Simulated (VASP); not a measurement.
# AlP (F-43m) in VASP: a series of runs

Runs on AlP. Level: PBE+D3(BJ). Tasks: single point.

Everything below comes from runs of VASP 6.6.1. Logs are shortened: lines on timing, memory, paths and dates and some standing lists are left out, and cuts for length are marked.

**What was measured.**

From a printed reference work, data compilation, for a bulk crystal of AlP at 4.2 K: band gap 2.505 eV (indirect).

The results are compared with them further down.

### 1 The cell of the first run

The structure is cubic, space group F-43m (No. 216). The conventional cell has a = 5.170 Å, b = 5.170 Å, c = 5.170 Å, α = 90.00°, β = 90.00°, γ = 90.00°. Al (site symmetry -43m) has 4 P at 2.24 Å within 3.0 Å. Within 3.0 Å of P (site symmetry -43m) lie 4 Al at 2.24 Å.

### 2 Single point, PBE+D3(BJ)

File INCAR:

```
SYSTEM = AlP
  PREC = Accurate
  ENCUT = 500
  EDIFF = 1E-6
  ISMEAR = 0
  SIGMA = 0.01
  LREAL = .False.
  LASPH = .True.
  NELM = 120
  ALGO = Normal
  ISIF = 2
  LWAVE = .False.
  LCHARG = .False.
  GGA = PE
  IVDW = 12
  NBANDS = 11
  GGA_COMPAT = .False.
```

File KPOINTS:

```
regular mesh
0
Gamma
  8 8 8
  0 0 0
```

File POSCAR:

```
AlP
1.0
    0.0000000000      2.5847649777      2.5847649777
    2.5847649777      0.0000000000      2.5847649777
    2.5847649777      2.5847649777      0.0000000000
Al P
1 1
Direct
    0.0000000000      0.0000000000      0.0000000000
    0.2500000000      0.2500000000      0.2500000000
```

Potentials or basis: VASP PAW PBE potentials, release 64 (Al, P).

Started as:

```
$ cat potpaw_PBE.64/Al/POTCAR potpaw_PBE.64/P/POTCAR > POTCAR
$ mpirun -np 1 vasp_std > vasp.out
```

OUTCAR:

```text
SYSTEM = AlP
   PREC = Accurate
   ENCUT = 500
   EDIFF = 1E-6
   ISMEAR = 0
   LREAL = .False.
   LASPH = .True.
   NELM = 120
   ISIF = 2
   GGA = PE
   IVDW = 12
 IVDW          = 12

 ion  position               nearest neighbor table
   1  0.000  0.000  0.000-   2 2.24   2 2.24   2 2.24   2 2.24
   2  0.250  0.250  0.250-   1 2.24   1 2.24   1 2.24   1 2.24

  LATTYP: Found a face centered cubic cell.
 ALAT       =     5.1695299554

  Lattice vectors:

 A1 = (   0.0000000000,   2.5847649777,   2.5847649777)
 A2 = (   2.5847649777,   0.0000000000,   2.5847649777)
 A3 = (   2.5847649777,   2.5847649777,   0.0000000000)

Analysis of symmetry for initial positions (statically):
=====================================================================
 Subroutine PRICEL returns:
 Original cell was already a primitive cell.

 Routine SETGRP: Setting up the symmetry group for a
 face centered cubic supercell.

 Subroutine GETGRP returns: Found 24 space group operations
 (whereof 24 operations were pure point group operations)
 out of a pool of 48 trial point group operations.

The static configuration has the point symmetry T_d .

Analysis of symmetry for dynamics (positions and initial velocities):
=====================================================================
 Subroutine PRICEL returns:
 Original cell was already a primitive cell.

 Routine SETGRP: Setting up the symmetry group for a
 face centered cubic supercell.

 Subroutine GETGRP returns: Found 24 space group operations
 (whereof 24 operations were pure point group operations)
 out of a pool of 48 trial point group operations.

The dynamic configuration has the point symmetry T_d .

 Subroutine INISYM returns: Found 24 space group operations
 (whereof 24 operations are pure point group operations),
 and found     1 'primitive' translations

----------------------------------------------------------------------------------------

                                     Primitive cell

  volume of cell :      34.5377

  direct lattice vectors                    reciprocal lattice vectors
     0.000000000  2.584764978  2.584764978    -0.193441185  0.193441185  0.193441185
     2.584764978  0.000000000  2.584764978     0.193441185 -0.193441185  0.193441185
     2.584764978  2.584764978  0.000000000     0.193441185  0.193441185 -0.193441185

  length of vectors
     3.655409687  3.655409687  3.655409687     0.335049961  0.335049961  0.335049961

  position of ions in fractional coordinates (direct lattice)
     0.000000000  0.000000000  0.000000000
     0.250000000  0.250000000  0.250000000

  ion indices of the primitive-cell ions
   primitive index   ion index
                 1           1
                 2           2

----------------------------------------------------------------------------------------

 KPOINTS: regular mesh

Automatic generation of k-mesh.
 Grid dimensions read from file:
 generate k-points for:    8    8    8

 Generating k-lattice:

  Cartesian coordinates                     Fractional coordinates (reciprocal lattice)
    -0.024180148  0.024180148  0.024180148     0.125000000  0.000000000  0.000000000
     0.024180148 -0.024180148  0.024180148     0.000000000  0.125000000  0.000000000
     0.024180148  0.024180148 -0.024180148     0.000000000  0.000000000  0.125000000

  Length of vectors
     0.041881245  0.041881245  0.041881245

  Shift w.r.t. Gamma in fractional coordinates (k-lattice)
     0.000000000  0.000000000  0.000000000

 Subroutine IBZKPT returns following result:
 ===========================================

 Found     29 irreducible k-points:

 Following reciprocal coordinates:
            Coordinates               Weight
  0.000000  0.000000  0.000000      1.000000
  0.125000  0.000000  0.000000      8.000000
  0.250000  0.000000  0.000000      8.000000
  0.375000  0.000000  0.000000      8.000000
  0.500000  0.000000  0.000000      4.000000
  0.125000  0.125000  0.000000      6.000000
[... 16 lines left out ...]
  0.500000  0.250000  0.125000     48.000000
 -0.375000  0.250000  0.125000     24.000000
 [... further k-points ...]
   k-points           NKPTS =     29   k-points in BZ     NKDIM =     29   number of bands    NBANDS=     11
   number of dos      NEDOS =    301   number of ions     NIONS =      2
   total plane-waves  NPLWV =  21952
   dimension x,y,z NGX =    28 NGY =   28 NGZ =   28
   dimension x,y,z NGXF=    56 NGYF=   56 NGZF=   56
   ions per type =               1   1
   NGX,Y,Z   is equivalent  to a cutoff of  12.73, 12.73, 12.73 a.u.
   NGXF,Y,Z  is equivalent  to a cutoff of  25.47, 25.47, 25.47 a.u.
 SYSTEM =  AlP
   PREC   = accura    normal or accurate (medium, high low for compatibility)
   ISTART =      0    job   : 0-new  1-cont  2-samecut
   ICHARG =      2    charge: 1-file 2-atom 10-const
   ISPIN  =      1    spin polarized calculation?
   LNONCOLLINEAR =      F non collinear calculations
   LSORBIT =      F    spin-orbit coupling
   LASPH  =      T    aspherical Exc in radial PAW
   ENCUT  =  500.0 eV  36.75 Ry    6.06 a.u.   6.66  6.66  6.66*2*pi/ulx,y,z
   NELM   =    120;   NELMIN=  2; NELMDL= -5     # of ELM steps
   EDIFF  = 0.1E-05   stopping-criterion for ELM
   LREAL  =      F    real-space projection
   EDIFFG = 0.1E-04   stopping-criterion for IOM
   NSW    =      0    number of steps for IOM
   IBRION =     -1    ionic relax: 0-MD 1-quasi-New 2-CG
   NFREE  =      0    steps in history (QN), initial steepest desc. (CG)
   ISIF   =      2    stress and relaxation
   ISYM   =      2    0-nonsym 1-usesym 2-fastsym
   POTIM  = 0.5000    time-step for ionic-motion
   TEBEG  =    0.0;   TEEND  =   0.0 temperature during run
   PSTRESS=    0.0 pullay stress
   NELECT =       8.0000    total number of electrons
   NUPDOWN=      -1.0000    fix difference up-down
   EMIN   =  10.00;   EMAX   =-10.00  energy-range for DOS
   EFERMI =   0.00;   METHOD = LEGACY
   ISMEAR =     0;   SIGMA  =   0.01  broadening in eV -4-tet -1-fermi 0-gaus
   EFERMI_NEDOS =   21; number of points for ismear=-14 and -15
   IALGO  =     38    algorithm
   IMIX   =      4    mixing-type and parameters
     AMIX     =   0.40;   BMIX     =  1.00
     AMIX_MAG =   1.60;   BMIX_MAG =  1.00
  volume/ion in A,a.u.               =      17.27       116.54
  Fermi-wavevector in a.u.,A,eV,Ry     =   1.005404  1.899937 13.753264  1.010836
  Thomas-Fermi vector in A             =   2.138081
   LORBIT       =      0    0 simple, 1 ext, 2 COOP (PROOUT), +10 PAW based schemes
   GGA     = PE    functional components
   LHFCALC =     F    Hartree Fock is set to
   AEXX    =    0.0000 exact exchange contribution
   IVDW    =    12    specifies the selected vdW correction
   LEPSILON=     F    determine dielectric tensor
   LRPA    =     F    only Hartree local field effects (RPA)
 non-spin polarized calculation
 Gauss-broadening in eV      SIGMA  =   0.01
  energy-cutoff  :      500.00
  volume of cell :       34.54
 maximum number of plane-waves:       893
   NGX = 13   NGY = 13   NGZ = 13

 number of electron       8.0000000 magnetization

 Free energy of the ion-electron system (eV)
  ---------------------------------------------------
  ext. energy  EPLUGINS =         0.00000000
  ---------------------------------------------------
  free energy    TOTEN  =        -9.93591297 eV

  energy without entropy =       -9.93591297  energy(sigma->0) =       -9.93591297

 E-fermi :   6.2907     XC(G=0):  -9.8619

 val. band max:        6.2046034495   @ k =   0.0000   0.0000   0.0000
 cond. band min:       7.4051710532   @ k =   0.5000   0.5000   0.0000
 fundamental gap:      1.2005676037
 Fermi energy:         6.2907285482

 k-point     1 :       0.0000    0.0000    0.0000
  band No.  band energies     occupation
      1      -6.3253      2.00000
      2       6.2046      2.00000
      3       6.2046      2.00000
      4       6.2046      2.00000
      5      10.9572      0.00000
      6      10.9835      0.00000
      7      10.9835      0.00000
      8      10.9835      0.00000
      9      15.2065      0.00000
     10      15.2065      0.00000
     11      17.7260      0.00000

 k-point     2 :       0.1250    0.0000    0.0000
  band No.  band energies     occupation
      1      -6.1190      2.00000
      2       4.9048      2.00000
      3       6.0329      2.00000
      4       6.0329      2.00000
      5      10.6829      0.00000
      6      11.3133      0.00000
      7      11.3133      0.00000
      8      12.2490      0.00000
      9      14.6564      0.00000
     10      14.6564      0.00000
     11      18.0631      0.00000

 k-point     3 :       0.2500    0.0000    0.0000
  band No.  band energies     occupation
      1      -5.5306      2.00000
      2       2.6989      2.00000
      3       5.6996      2.00000
      4       5.6996      2.00000
      5      10.1584      0.00000
      6      11.5728      0.00000
      7      11.5728      0.00000
      8      14.2644      0.00000
      9      14.7104      0.00000
     10      14.7104      0.00000
     11      17.3150      0.00000

 k-point     4 :       0.3750    0.0000    0.0000
  band No.  band energies     occupation
      1      -4.7082      2.00000
      2       0.7646      2.00000
      3       5.4394      2.00000
      4       5.4394      2.00000
      5       9.7696      0.00000
      6      11.2253      0.00000
      7      11.2253      0.00000
      8      14.9797      0.00000
      9      16.3734      0.00000
     10      16.3734      0.00000
     11      18.2068      0.00000
[... 239 lines left out ...]
 k-point    22 :       0.3750    0.2500    0.1250
  band No.  band energies     occupation
      1      -5.0273      2.00000
      2       2.4409      2.00000
      3       3.9592      2.00000
      4       5.1512      2.00000
      5      10.1962      0.00000
      6      11.3151      0.00000
      7      12.0831      0.00000
      8      13.5861      0.00000
      9      15.2302      0.00000
     10      17.9661      0.00000
     11      20.0322      0.00000

 k-point    23 :       0.5000    0.2500    0.1250
  band No.  band energies     occupation
      1      -4.2620      2.00000
      2       1.0836      2.00000
      3       3.3460      2.00000
      4       4.6773      2.00000
      5      10.2428      0.00000
      6      11.3092      0.00000
      7      12.6791      0.00000
      8      13.8845      0.00000
      9      16.4766      0.00000
     10      18.5616      0.00000
     11      19.9651      0.00000

 k-point    24 :      -0.3750    0.2500    0.1250
  band No.  band energies     occupation
      1      -3.8136      2.00000
      2       0.3556      2.00000
      3       3.2227      2.00000
      4       4.4430      2.00000
      5      10.2115      0.00000
      6      11.0418      0.00000
      7      13.5698      0.00000
      8      14.5743      0.00000
      9      15.9887      0.00000
     10      18.4011      0.00000
     11      20.1868      0.00000

 [... further k-points ...]

------------------------ aborting loop because EDIFF is reached ----------------------------------------

 Edisp (eV)   -0.73456

 E8    (eV) :    -0.3049

  FORCE on cell =-STRESS in cart. coord.  units (eV):
  Direction    XX          YY          ZZ          XY          YZ          ZX
  --------------------------------------------------------------------------------------
  -------------------------------------------------------------------------------------
  Total       4.18786     4.18786     4.18786     0.00000     0.00000     0.00000
  in kB     194.27183   194.27183   194.27183     0.00000     0.00000     0.00000
  external pressure =      194.27 kB  Pullay stress =        0.00 kB

 VOLUME and BASIS-vectors are now :
 -----------------------------------------------------------------------------
  energy-cutoff  :      500.00
  volume of cell :       34.54
      direct lattice vectors                 reciprocal lattice vectors
     0.000000000  2.584764978  2.584764978    -0.193441185  0.193441185  0.193441185
     2.584764978  0.000000000  2.584764978     0.193441185 -0.193441185  0.193441185
     2.584764978  2.584764978  0.000000000     0.193441185  0.193441185 -0.193441185

 POSITION                                       TOTAL-FORCE (eV/Angst)
 -----------------------------------------------------------------------------------
      0.00000      0.00000      0.00000         0.000000      0.000000      0.000000
      1.29238      1.29238      1.29238        -0.000000     -0.000000     -0.000000
 -----------------------------------------------------------------------------------
    total drift:                                0.000000      0.000000      0.000000

  FREE ENERGIE OF THE ION-ELECTRON SYSTEM (eV)
  ---------------------------------------------------
  free  energy   TOTEN  =       -10.6704772434 eV

  energy  without entropy=      -10.6704772434  energy(sigma->0) =      -10.67047724
```

Run time: 13 s. Hardware: 1 thread of Intel Xeon 8259CL, shared host; peak memory 0.16 GiB.

What came out:

```
Free energy                : -10.6705 eV
Pressure                   : 19.4 GPa
Band gap on the k mesh     : 1.20 eV, indirect (least direct gap 3.66 eV)
Dispersion energy per atom : -0.367 eV
```

Levels at points of the mesh, in eV from the valence-band top:
| k point | band 1 | band 2 | band 3 | band 4 | band 5 | band 6 | band 7 | band 8 |
| --- | --- | --- | --- | --- | --- | --- | --- | --- |
| (0.00, 0.00, 0.00) | -12.53 | 0.00 | 0.00 | 0.00 | 4.75 | 4.78 | 4.78 | 4.78 |
| (0.50, 0.00, 0.00) | -10.41 | -6.33 | -0.86 | -0.86 | 3.43 | 4.82 | 4.82 | 8.68 |
| (0.50, 0.50, 0.00) | -9.57 | -5.91 | -2.46 | -2.46 | 1.20 | 2.36 | 12.43 | 12.43 |

Caveat: three body term missing. A hybrid or GW would open this gap; PBE tends to underestimate it.

[end of part 1 of 2]
